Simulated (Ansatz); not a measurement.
Rows from a G0W0 calculation on SnSe2 (layers cut from the bulk crystal) (Ansatz 0.2.0; G0W0 on PBE, plane waves, PAW; PAW set soft_1; 6×6×1 mesh, 184 empty bands, screening to 36 eV, PAW set soft_1 files), in eV. Spin-orbit coupling is left out.

| row | k | band | start | Σx | Σc at the solution | Vxc |
| --- | --- | --- | --- | --- | --- | --- |
| A | (0.000, 0.167, 0.000) | c2 | -2.106 | -7.757 | -3.365 | -11.854 |
| B | (0.000, -0.500, 0.000) | v1 | -6.309 | -17.343 | 2.017 | -15.137 |
| C | (0.000, 0.167, 0.000) | c1 | -3.728 | -11.816 | -2.688 | -15.434 |
| D | (0.000, -0.500, 0.000) | c1 | -5.193 | -10.715 | -2.339 | -13.816 |
| E | (0.000, -0.500, 0.000) | c2 | -1.883 | -7.759 | -3.461 | -11.941 |
| F | (0.000, 0.167, 0.000) | v1 | -5.976 | -17.472 | 1.875 | -15.460 |

**Question.** Work out each quasiparticle level and how far it moved.

The quasiparticle equation reads E = start + Σx + Σc(E) − Vxc.

| row | E (eV) | shift (eV) |
| --- | --- | --- |
| A | -1.374 | +0.731 |
| B | -6.500 | −0.190 |
| C | -2.799 | +0.929 |
| D | -4.431 | +0.761 |
| E | -1.163 | +0.720 |
| F | -6.113 | −0.137 |

The gap over the computed points goes from 0.78 eV to 1.68 eV.

Limits: not at the basis limit; coarse mesh for a sheet; no spin-orbit coupling.

[Runs of the session that timed out or met a known fault of the program may be left out.]

[Cells called generated may have been cut or substituted from an entry of the Crystallography Open Database or the Materials Project.]

[Hosts, paths, dates, database ids (printed as entryN), source tags and the programs' standing remarks are cut or masked in the printed files.]
